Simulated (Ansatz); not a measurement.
FeCo (space group Pm-3m) relaxed with several functionals in Ansatz (plane waves to 420 eV, scalar-relativistic PAW, no spin-orbit coupling, symmetry kept). The database cell has 11.66 Å³/atom; its temperature or method isn't stated, so the comparison with it is no error of the functional. Collinear spin.

```csv
functional,conventional cell,V (Å³/atom),against the database cell (%),gap on mesh (eV),largest moment (μB)
PBE,"a = 2.845 Å, b = 2.845 Å, c = 2.845 Å, α = 90.00°, β = 90.00°, γ = 90.00°",11.51,-1.3,0.00,2.81
LDA,"a = 2.764 Å, b = 2.764 Å, c = 2.764 Å, α = 90.00°, β = 90.00°, γ = 90.00°",10.56,-9.4,0.00,2.59
PBE+D3(BJ),"a = 2.820 Å, b = 2.820 Å, c = 2.820 Å, α = 90.00°, β = 90.00°, γ = 90.00°",11.21,-3.9,0.00,2.78
```

Only parallel moments were tried here.